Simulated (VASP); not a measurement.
Input of a VASP 6.6.1 run:

INCAR

```
  PREC = Accurate
  ENCUT = 600
  EDIFF = 1E-6
  ISMEAR = 0
  SIGMA = 0.02
  LREAL = F
  LASPH = T
  NELM = 60
  ALGO = Normal
  ISIF = 3
  LWAVE = F
  LCHARG = F
  GGA = PS
  IBRION = 2
  NSW = 40
  EDIFFG = -0.01
  KPAR = 2
```

Contents of KPOINTS:

```
regular mesh
0
Gamma
  4 4 4
```

Contents of POSCAR:

```
CsPbCl3
1.0
    5.6050000000      0.0000000000      0.0000000000
    0.0000000000      5.6050000000      0.0000000000
    0.0000000000      0.0000000000      5.6050000000
Pb Cs Cl
1 1 3
Direct
    0.5000000000      0.5000000000      0.5000000000
    0.0000000000      0.0000000000      0.0000000000
    0.5000000000      0.0000000000      0.5000000000
    0.0000000000      0.5000000000      0.5000000000
    0.5000000000      0.5000000000      0.0000000000
```

Potentials or basis: VASP PAW PBE potentials, release 64 (Pb_d, Cs_sv, Cl).

The run is started by

```sh
$ cat potpaw_PBE.64/Pb_d/POTCAR potpaw_PBE.64/Cs_sv/POTCAR potpaw_PBE.64/Cl/POTCAR > POTCAR
$ mpirun -np 2 vasp_std > vasp.out
```

Question: Predict the relaxed cell.

Answer: a = 5.624 Å, b = 5.624 Å, c = 5.624 Å, α = 90.00°, β = 90.00°, γ = 90.00°.

Question: What does it give for the space group after relaxing (to 0.05 Å)?

Answer: Pm-3m (No. 221).

Final structure:
```
Pb Cs Cl
1.0
     5.62450    0.00000    0.00000
     0.00000    5.62450    0.00000
     0.00000    0.00000    5.62450
Pb Cs Cl
1 1 3
Direct
  0.50000 0.50000 0.50000
  0.00000 0.00000 0.00000
  0.50000 0.00000 0.50000
  0.00000 0.50000 0.50000
  0.50000 0.50000 0.00000
```

 Zero-point motion and thermal expansion aren't in these numbers.
